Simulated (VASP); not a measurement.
# TaN (P6_3/mmc) in VASP: electric field gradients with PBE

Aim: the electric field gradients of TaN with PBE.

All numbers are computed with VASP 6.6.1; they aren't measurements. Logs are shortened: lines on timing, memory, paths and dates and some standing lists are left out, and cuts for length are marked.

**1. The crystal as given**

The structure is hexagonal, space group P6_3/mmc (No. 194). The conventional cell has a = 3.048 Å, b = 3.048 Å, c = 4.918 Å, α = 90.00°, β = 90.00°, γ = 120.00°. Ta (site symmetry -3m) has 6 N at 2.15 Å and 2 Ta at 2.46 Å as nearest neighbours. Around N (site symmetry -6m2) lie 6 Ta at 2.15 Å.

**2. Electric field gradients, PBE**

Contents of INCAR:

```
  PREC = Accurate
  ENCUT = 520
  EDIFF = 1E-8
  ISMEAR = -1
  SIGMA = 0.01
  LREAL = False
  LASPH = True
  NELM = 100
  ALGO = Normal
  ISIF = 2
  LWAVE = False
  LCHARG = False
  GGA = PE
  LEFG = True
  NBANDS = 24
```

Contents of KPOINTS:

```
regular mesh
0
Gamma
  11 11 6
```

Contents of POSCAR:

```
TaN
1.0
    3.0480019786      0.0000000000      0.0000000000
   -1.5240009893      2.6396471442      0.0000000000
    0.0000000000      0.0000000000      4.9180000000
Ta N
2 2
Direct
    0.0000000000      0.0000000000      0.0000000000
    0.0000000000      0.0000000000      0.5000000000
    0.3333333333      0.6666666667      0.2500000000
    0.6666666667      0.3333333333      0.7500000000
```

Potentials or basis: VASP PAW PBE potentials, release 64 (Ta_pv, N).

The run is started by

```console
> cat potpaw_PBE.64/Ta_pv/POTCAR potpaw_PBE.64/N/POTCAR > POTCAR
> mpirun -np 1 vasp_std > vasp.out
```

OUTCAR:

```text
PREC = Accurate
   ENCUT = 520
   EDIFF = 1E-8
   ISMEAR = -1
   LREAL = False
   LASPH = True
   NELM = 100
   ISIF = 2
   GGA = PE

 ion  position               nearest neighbor table
   1  0.000  0.000  0.000-   3 2.15   4 2.15   3 2.15   4 2.15   4 2.15   3 2.15   2 2.46   2 2.46

   2  0.000  0.000  0.500-   3 2.15   4 2.15   3 2.15   4 2.15   4 2.15   3 2.15   1 2.46   1 2.46

   3  0.333  0.667  0.250-   1 2.15   2 2.15   1 2.15   2 2.15   1 2.15   2 2.15
   4  0.667  0.333  0.750-   1 2.15   2 2.15   1 2.15   2 2.15   1 2.15   2 2.15

  LATTYP: Found a hexagonal cell.
 ALAT       =     3.0480019786
 C/A-ratio  =     1.6135160130

  Lattice vectors:

 A1 = (   3.0480019786,   0.0000000000,   0.0000000000)
 A2 = (  -1.5240009893,   2.6396471442,   0.0000000000)
 A3 = (   0.0000000000,   0.0000000000,   4.9180000000)

Analysis of symmetry for initial positions (statically):
=====================================================================
 Subroutine PRICEL returns:
 Original cell was already a primitive cell.

 Routine SETGRP: Setting up the symmetry group for a
 hexagonal supercell.

 Subroutine GETGRP returns: Found 24 space group operations
 (whereof 12 operations were pure point group operations)
 out of a pool of 24 trial point group operations.

The static configuration has the point symmetry D_3d.
 The point group associated with its full space group is D_6h.

Analysis of symmetry for dynamics (positions and initial velocities):
=====================================================================
 Subroutine PRICEL returns:
 Original cell was already a primitive cell.

 Routine SETGRP: Setting up the symmetry group for a
 hexagonal supercell.

 Subroutine GETGRP returns: Found 24 space group operations
 (whereof 12 operations were pure point group operations)
 out of a pool of 24 trial point group operations.

The dynamic configuration has the point symmetry D_3d.
 The point group associated with its full space group is D_6h.

 Subroutine INISYM returns: Found 24 space group operations
 (whereof 12 operations are pure point group operations),
 and found     1 'primitive' translations

----------------------------------------------------------------------------------------

                                     Primitive cell

  volume of cell :      39.5685

  direct lattice vectors                    reciprocal lattice vectors
     3.048001979  0.000000000  0.000000000     0.328083777  0.189419257  0.000000000
    -1.524000989  2.639647144  0.000000000     0.000000000  0.378838513  0.000000000
     0.000000000  0.000000000  4.918000000     0.000000000  0.000000000  0.203334689

  length of vectors
     3.048001979  3.048001979  4.918000000     0.378838513  0.378838513  0.203334689

  position of ions in fractional coordinates (direct lattice)
     0.000000000  0.000000000  0.000000000
     0.000000000  0.000000000  0.500000000
     0.333333333  0.666666667  0.250000000
     0.666666667  0.333333333  0.750000000

  ion indices of the primitive-cell ions
   primitive index   ion index
                 1           1
                 2           2
                 3           3
                 4           4

----------------------------------------------------------------------------------------

 KPOINTS: regular mesh

Automatic generation of k-mesh.
 Grid dimensions read from file:
 generate k-points for:   11   11    6

 Generating k-lattice:

  Cartesian coordinates                     Fractional coordinates (reciprocal lattice)
     0.029825798  0.017219932  0.000000000     0.090909091  0.000000000  0.000000000
     0.000000000  0.034439865  0.000000000     0.000000000  0.090909091  0.000000000
[... 44 lines left out ...]
   dimension x,y,z NGXF=    48 NGYF=   48 NGZF=   80
   ions per type =               2   2
   NGX,Y,Z   is equivalent  to a cutoff of  13.09, 13.09, 13.52 a.u.
   NGXF,Y,Z  is equivalent  to a cutoff of  26.18, 26.18, 27.04 a.u.
 SYSTEM =  unknown system
   PREC   = accura    normal or accurate (medium, high low for compatibility)
   ISTART =      0    job   : 0-new  1-cont  2-samecut
   ICHARG =      2    charge: 1-file 2-atom 10-const
   ISPIN  =      1    spin polarized calculation?
   LNONCOLLINEAR =      F non collinear calculations
   LSORBIT =      F    spin-orbit coupling
   LASPH  =      T    aspherical Exc in radial PAW
   ENCUT  =  520.0 eV  38.22 Ry    6.18 a.u.   5.67  5.67  9.14*2*pi/ulx,y,z
   NELM   =    100;   NELMIN=  2; NELMDL= -5     # of ELM steps
   EDIFF  = 0.1E-07   stopping-criterion for ELM
   LREAL  =      F    real-space projection
   EDIFFG = 0.1E-06   stopping-criterion for IOM
   NSW    =      0    number of steps for IOM
   IBRION =     -1    ionic relax: 0-MD 1-quasi-New 2-CG
   NFREE  =      0    steps in history (QN), initial steepest desc. (CG)
   ISIF   =      2    stress and relaxation
   ISYM   =      2    0-nonsym 1-usesym 2-fastsym
   POTIM  = 0.5000    time-step for ionic-motion
   TEBEG  =    0.0;   TEEND  =   0.0 temperature during run
   PSTRESS=    0.0 pullay stress
   NELECT =      32.0000    total number of electrons
   NUPDOWN=      -1.0000    fix difference up-down
   EMIN   =  10.00;   EMAX   =-10.00  energy-range for DOS
   EFERMI =   0.00;   METHOD = LEGACY
   ISMEAR =    -1;   SIGMA  =   0.01  broadening in eV -4-tet -1-fermi 0-gaus
   EFERMI_NEDOS =   21; number of points for ismear=-14 and -15
   IALGO  =     38    algorithm
   IMIX   =      4    mixing-type and parameters
     AMIX     =   0.40;   BMIX     =  1.00
     AMIX_MAG =   1.60;   BMIX_MAG =  1.00
  volume/ion in A,a.u.               =       9.89        66.76
  Fermi-wavevector in a.u.,A,eV,Ry     =   1.525252  2.882308 31.652508  2.326394
  Thomas-Fermi vector in A             =   2.633448
   LORBIT       =      0    0 simple, 1 ext, 2 COOP (PROOUT), +10 PAW based schemes
   GGA     = PE    functional components
   LHFCALC =     F    Hartree Fock is set to
   AEXX    =    0.0000 exact exchange contribution
   IVDW    =     0    specifies the selected vdW correction
   LEPSILON=     F    determine dielectric tensor
   LRPA    =     F    only Hartree local field effects (RPA)
 non-spin polarized calculation
  energy-cutoff  :      520.00
  volume of cell :       39.57
 maximum number of plane-waves:      1092
 NGX is ok and might be reduce to    24
   NGX = 11   NGY = 11   NGZ = 19

 number of electron      32.0000002 magnetization

 Free energy of the ion-electron system (eV)
  ---------------------------------------------------
  ext. energy  EPLUGINS =         0.00000000
  ---------------------------------------------------
  free energy    TOTEN  =       -41.29813211 eV

  energy without entropy =      -41.29760947  energy(sigma->0) =      -41.29787079

 E-fermi :   9.9509     XC(G=0): -13.7469

 val. band max:        9.9310280480   @ k =   0.0000   0.0000   0.5000
 cond. band min:       9.9722363688   @ k =   0.1818   0.1818   0.0000
 fundamental gap:      0.0412083208
 Fermi energy:         9.9508639098

 k-point     1 :       0.0000    0.0000    0.0000
  band No.  band energies     occupation
      1     -27.2925      2.00000
      2     -25.4346      2.00000
      3     -25.4346      2.00000
      4     -25.0588      2.00000
      5     -25.0588      2.00000
      6     -24.2544      2.00000
[... 637 lines left out ...]
     23      16.1823      0.00000
     24      16.6342      0.00000

 [... further k-points ...]

------------------------ aborting loop because EDIFF is reached ----------------------------------------

  FORCE on cell =-STRESS in cart. coord.  units (eV):
  Direction    XX          YY          ZZ          XY          YZ          ZX
  --------------------------------------------------------------------------------------
  -------------------------------------------------------------------------------------
  Total        8.1931589      8.1931589     28.7162837     -0.0000000      0.0000000      0.0000000
  in kB      331.7510582    331.7510582   1162.7575617     -0.0000000      0.0000000      0.0000000
  external PRESSURE =     608.7532261 kB  Pullay stress =       0.0000000 kB

 VOLUME and BASIS-vectors are now :
 -----------------------------------------------------------------------------
  energy-cutoff  :      520.00
  volume of cell :       39.57
      direct lattice vectors                 reciprocal lattice vectors
     3.048001979  0.000000000  0.000000000     0.328083777  0.189419257  0.000000000
    -1.524000989  2.639647144  0.000000000     0.000000000  0.378838513  0.000000000
     0.000000000  0.000000000  4.918000000     0.000000000  0.000000000  0.203334689

 POSITION                                       TOTAL-FORCE (eV/Angst)
 -----------------------------------------------------------------------------------
      0.00000      0.00000      0.00000         0.000000      0.000000      0.000000
      0.00000      0.00000      2.45900        -0.000000      0.000000      0.000000
     -0.00000      1.75976      1.22950        -0.000000      0.000000     -0.000000
      1.52400      0.87988      3.68850         0.000000      0.000000      0.000000
 -----------------------------------------------------------------------------------
    total drift:                               -0.000000      0.000000      0.000000

  FREE ENERGIE OF THE ION-ELECTRON SYSTEM (eV)
  ---------------------------------------------------
  free  energy   TOTEN  =       -41.2981321069 eV

  energy  without entropy=      -41.2976094711  energy(sigma->0) =      -41.29787079

 Electric field gradients (V/A^2)
---------------------------------------------------------------------
 ion       V_xx      V_yy      V_zz      V_xy      V_xz      V_yz
---------------------------------------------------------------------
   1      82.854    82.853  -165.707    -0.000    -0.000     0.000
   2      82.854    82.853  -165.707    -0.000     0.000    -0.000
   3      -3.213    -3.212     6.424     0.001     0.000    -0.000
   4      -3.213    -3.212     6.424     0.001     0.000     0.000
---------------------------------------------------------------------

 Electric field gradients after diagonalization (V/A^2)
 (convention: |V_zz| > |V_xx| > |V_yy|)
----------------------------------------------------------------------
 ion       V_xx      V_yy      V_zz     asymmetry (V_yy - V_xx)/ V_zz
----------------------------------------------------------------------
   1      82.854    82.853  -165.707       0.000
   2      82.854    82.853  -165.707       0.000
   3      -3.213    -3.212     6.424       0.000
   4      -3.213    -3.212     6.424       0.000
----------------------------------------------------------------------

           NMR quadrupolar parameters

 Cq : quadrupolar parameter    Cq=e*Q*V_zz/h
 eta: asymmetry parameters     (V_yy - V_xx)/ V_zz
 Q  : nuclear electric quadrupole moment in mb (millibarn)
----------------------------------------------------------------------
 ion       Cq(MHz)       eta       Q (mb)
----------------------------------------------------------------------
   1      -0.401       0.000       1.000
   2      -0.401       0.000       1.000
   3       0.016       0.000       1.000
   4       0.016       0.000       1.000
----------------------------------------------------------------------
```

Run time: 43 s. Hardware: 1 thread of Intel Xeon Platinum 8559C (Emerald Rapids), shared host; peak memory 0.19 GiB.

Results:

```
Free energy            : -41.2981 eV
Pressure               : 60.9 GPa
Band gap on the k mesh : none (metal or under the smearing width)
```

Electric field gradients, principal values (V/Å²):
```
atom     Vxx     Vyy       Vzz
1 Ta  82.853  82.854  -165.707
2 Ta  82.853  82.854  -165.707
 3 N  -3.212  -3.213     6.424
 4 N  -3.212  -3.213     6.424
```

Caveat: a pressure of tens of GPa on the cell as given is suspect, and the run, the potentials or the cell itself is likely at fault.
